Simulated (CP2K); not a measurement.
Runs of CP2K 2026.2 on PtSe2 (Sudovikovite). It takes space group P-3m1 (No. 164, trigonal). Conventional cell: a = 3.724 Å, b = 3.724 Å, c = 5.062 Å, α = 90.00°, β = 90.00°, γ = 120.00°. Around Pt (site symmetry -3m) lie 6 Se at 2.49 Å. Around Se (site symmetry 3m) lie 3 Pt at 2.49 Å. 

```csv
task,level,potentials or basis,cell,k mesh,smearing,EPS_DEFAULT,k points reduced by the point group,NGRIDS,CUTOFF of the grids,points a segment of the path (NPOINTS),gap on the mesh (eV),pressure (GPa),largest force (eV/Å)
single point,PBE,"POTENTIAL_UZH Pt GTH-PBE-q18, Se GTH-PBE-q6; TZVP-MOLOPT-PBE-GTH basis",as given,8 × 8 × 5,fermi-dirac 0.05 eV,1.0E-10,yes,5,450 Ry,-,none,8.5,0.72
band structure,LDA,"GTH_POTENTIALS Pt GTH-PADE-q18, Se GTH-PADE-q6; TZVP-MOLOPT-PBE-GTH basis",as given,8 × 8 × 5,fermi-dirac 0.0259 eV,1.0E-9,yes,4,450 Ry,10,none,-3.1,0.32
relaxation of cell and atoms,PBEsol,"POTENTIAL_UZH Pt GTH-PBE-q18, Se GTH-PBE-q6; TZVP-MOLOPT-PBE-GTH basis",relaxed,6 × 6 × 4,fermi-dirac 0.0259 eV,1.0E-9,-,4,450 Ry,-,none,0.0,0.03
band structure,PBE,"POTENTIAL_UZH Pt GTH-PBE-q18, Se GTH-PBE-q6; TZVP-MOLOPT-PBE-GTH basis",as given,8 × 8 × 5,fermi-dirac 0.0259 eV,1.0E-9,yes,4,450 Ry,6,none,8.5,(b)
band structure,PBE,"POTENTIAL_UZH Pt GTH-PBE-q18, Se GTH-PBE-q6; TZVP-MOLOPT-PBE-GTH basis",as given,8 × 8 × 5,fermi-dirac 0.05 eV,1.0E-9,yes,4,450 Ry,6,none,8.5,0.72
band structure,r2SCAN,"POTENTIAL_UZH Pt GTH-SCAN-q18, Se GTH-SCAN-q6; TZVP-MOLOPT-SCAN-GTH basis",as given,8 × 8 × 5,fermi-dirac 0.1 eV,1.0E-9,yes,5,675 Ry,10,none,(a),0.55
band structure,PBEsol,"POTENTIAL_UZH Pt GTH-PBE-q18, Se GTH-PBE-q6; TZVP-MOLOPT-PBE-GTH basis",as given,8 × 8 × 5,fermi-dirac 0.05 eV,1.0E-10,yes,4,450 Ry,8,none,4.5,0.58
band structure,TB-mBJ,"POTENTIAL_UZH Pt GTH-PBE-q18, Se GTH-PBE-q6; TZVP-MOLOPT-PBE-GTH basis",as given,8 × 8 × 5,fermi-dirac 0.05 eV,1.0E-9,yes,4,675 Ry,10,none,-,-
```

Alike in all rows: no spin polarisation.

**Question.** Fill in the values left out.

**Answer.** (a) 6.0; (b) 0.71.

Caveats: the basis of atomic orbitals isn't converged, which shifts pressures, moduli and gaps; the potentials were made for another functional, which shifts forces and pressure (some runs); this is a model potential without an energy functional, so only levels have meaning (some runs).

A k mesh can miss the band edges, and the runs leave out spin-orbit coupling on Pt, Se.

A gap of «none» marks a metal or a gap under the smearing width.

Not every run made on this cell is shown here.
